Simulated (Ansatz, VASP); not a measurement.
**Two plane-wave programs on Au**

File INCAR:

```
PREC     = Accurate       # precision mode
ENCUT    = 600            # plane-wave cutoff, eV
EDIFF    = 1E-7           # SCF threshold, eV
ISMEAR   = -1             # smearing method
SIGMA    = 0.05           # smearing width, eV
LREAL    = F              # projectors in reciprocal space
LASPH    = T              # aspherical terms in the spheres
NELM     = 80             # most SCF steps
ALGO     = Normal         # electronic algorithm
ISIF     = 3              # what is computed and relaxed
LWAVE    = F              # write WAVECAR
LCHARG   = F              # write CHGCAR
GGA      = RP             # functional
IBRION   = 2              # ionic algorithm
NSW      = 60             # ionic steps
EDIFFG   = -0.01          # ionic threshold
```

Contents of KPOINTS:

```
Automatic mesh
0
Gamma
  11 11 11
```

The input POSCAR:

```
Au
1.0
    0.0000000000      2.0350000000      2.0350000000
    2.0350000000      0.0000000000      2.0350000000
    2.0350000000      2.0350000000      0.0000000000
Au
1
Direct
    0.0000000000      0.0000000000      0.0000000000
```

The input input.yaml:

```yaml
crystal:
  lattice:
    - [0.0, 2.035, 2.035]
    - [2.035, 0.0, 2.035]
    - [2.035, 2.035, 0.0]
  atoms:
    - { symbol: Au, position: [0.0, 0.0, 0.0] }
hamiltonian:
  xc: rpbe
  pseudopotentials: { kind: paw }
kpoints:
  mp_grid: { grid: [11, 11, 11] }
scf:
  occupations: { method: fermi_dirac, width: 0.05 }
output:
  forces: true
  stress: true
relax:
  f_tol: 0.01
  max_steps: 40
  cell: { stress_tol: 0.05 }
```

Alike in both runs: task relaxation of cell and atoms; functional RPBE; k mesh 11 × 11 × 11; occupations fermi-dirac, width 0.05 eV; no spin polarisation.

|  | VASP | Ansatz |
| --- | --- | --- |
| version | VASP 6.6.1 | Ansatz 0.2.0 |
| potentials or method | VASP PAW PBE potentials, release 64 (Au) | Ansatz PAW |
| plane-wave cutoff (eV) | 600 | 420 |
| valence electrons in the cell | 11 | 19 |

Ansatz gave:

- relaxed volume (Å³/atom): 18.49
- relaxed cell length with the largest relative difference (Å): 2.968
- energy change over the relaxation (meV/atom): -68

Question: Which values does VASP return?

Answer: Relaxed volume (Å³/atom): 18.47; relaxed cell length with the largest relative difference (Å): 2.967; energy change over the relaxation (meV/atom): -66.

The two sets of potentials don't hold the same shells in valence.

Caveats: the PAW data sets were made with another functional, which shifts forces and pressure a little (VASP); the plane-wave basis is chosen anew once the cell has moved, so the energies of steps on either side of that aren't comparable (Ansatz); the PAW data sets come from PBE, with cores solved anew for the run's functional, which leaves a small shift of forces and pressure (Ansatz). RPBE and its kin give volumes clearly too large for solids. The runs have no spin-orbit coupling, so splittings on Au are missing.
